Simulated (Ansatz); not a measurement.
An input for Ansatz 0.2.0 (Tl on the Cd site (charge -1) in CdTe (32-atom cell)):

```yaml
crystal:
  lattice:
    - [-6.41, 6.41, -6.41]
    - [6.41, 6.41, 6.41]
    - [6.41, -6.41, -6.41]
  atoms:
    - { symbol: Tl, position: [0.0, 0.0, 0.0] }
    - { symbol: Cd, position: [0.2524920419, 0.5068176236, 0.2524920419] }
    - { symbol: Cd, position: [0.5, 0.0, 0.5] }
    - { symbol: Cd, position: [0.7456744183, 0.4931823764, 0.7456744183] }
    - { symbol: Cd, position: [0.7475079581, 0.2543255817, 0.0] }
    - { symbol: Cd, position: [0.0, 0.7475079581, 0.2543255817] }
    - { symbol: Cd, position: [0.2524920419, 0.2524920419, 0.5068176236] }
    - { symbol: Cd, position: [0.4931823764, 0.7456744183, 0.7456744183] }
    - { symbol: Cd, position: [0.5, 0.5, 0.0] }
    - { symbol: Cd, position: [0.7475079581, 0.0, 0.2543255817] }
    - { symbol: Cd, position: [0.0, 0.5, 0.5] }
    - { symbol: Cd, position: [0.2543255817, 0.0, 0.7475079581] }
    - { symbol: Cd, position: [0.2543255817, 0.7475079581, 0.0] }
    - { symbol: Cd, position: [0.5068176236, 0.2524920419, 0.2524920419] }
    - { symbol: Cd, position: [0.7456744183, 0.7456744183, 0.4931823764] }
    - { symbol: Cd, position: [0.0, 0.2543255817, 0.7475079581] }
    - { symbol: Te, position: [0.0, 0.2752962998, 0.0] }
    - { symbol: Te, position: [0.2508052614, 0.754242454, 0.2508052614] }
    - { symbol: Te, position: [0.4965628074, 0.245757546, 0.4965628074] }
    - { symbol: Te, position: [0.7247037002, 0.7247037002, 0.7247037002] }
    - { symbol: Te, position: [0.7491947386, 0.5034371926, 0.0] }
    - { symbol: Te, position: [0.0, 0.0, 0.2752962998] }
    - { symbol: Te, position: [0.245757546, 0.4965628074, 0.4965628074] }
    - { symbol: Te, position: [0.5034371926, 0.0, 0.7491947386] }
    - { symbol: Te, position: [0.5034371926, 0.7491947386, 0.0] }
    - { symbol: Te, position: [0.754242454, 0.2508052614, 0.2508052614] }
    - { symbol: Te, position: [0.0, 0.7491947386, 0.5034371926] }
    - { symbol: Te, position: [0.2508052614, 0.2508052614, 0.754242454] }
    - { symbol: Te, position: [0.2752962998, 0.0, 0.0] }
    - { symbol: Te, position: [0.4965628074, 0.4965628074, 0.245757546] }
    - { symbol: Te, position: [0.7491947386, 0.0, 0.5034371926] }
    - { symbol: Te, position: [0.0, 0.5034371926, 0.7491947386] }
total_charge: -1
kpoints:
  mp_grid: { grid: [2, 2, 2] }
hamiltonian:
  xc: hse06
scf:
  occupations: { method: fixed }
  n_extra_bands: 7
output:
  eigenvalues: true
```

```sh
ansatz run input.yaml --threads 3 --pin off --max-ram 92160MiB --backend cuda --events-out ev --progress --plain --runs-dir out --devices 1 --max-vram 13GiB  # rebuilt from the run's record
```

**Question.** How long will it take on 1 × NVIDIA H100 80GB HBM3 (shared by 6 runs) with 3 threads of AMD EPYC 7R13 (Zen 3), shared host, and how much memory?

It took 56 s; on shared hardware allow 28 s to 1.9 min. Peak host memory was 3.0 GiB. The sizes that set the cost: 20785 plane waves a state, 3 irreducible k points and 18 SCF cycles.

Exact exchange couples every pair of k points and filled bands, so it costs far more than a semilocal run.

[Paths, hosts, dates, memory and timing lines, banners, echoed tables and standing remarks are left out of the program output.]

[Logs are printed without paths, hosts, clocks, repeated set-up lines and the standing remarks that a program may print on its own settings, such as how far it seeks lower states.]

[Runs of the session that timed out or met a known fault of the program may be left out.]

[Cells called generated may have been cut or substituted from an entry of the Crystallography Open Database or the Materials Project.]

[Hosts, paths, dates, database ids (printed as entryN), source tags and the programs' standing remarks are cut or masked in the printed files.]
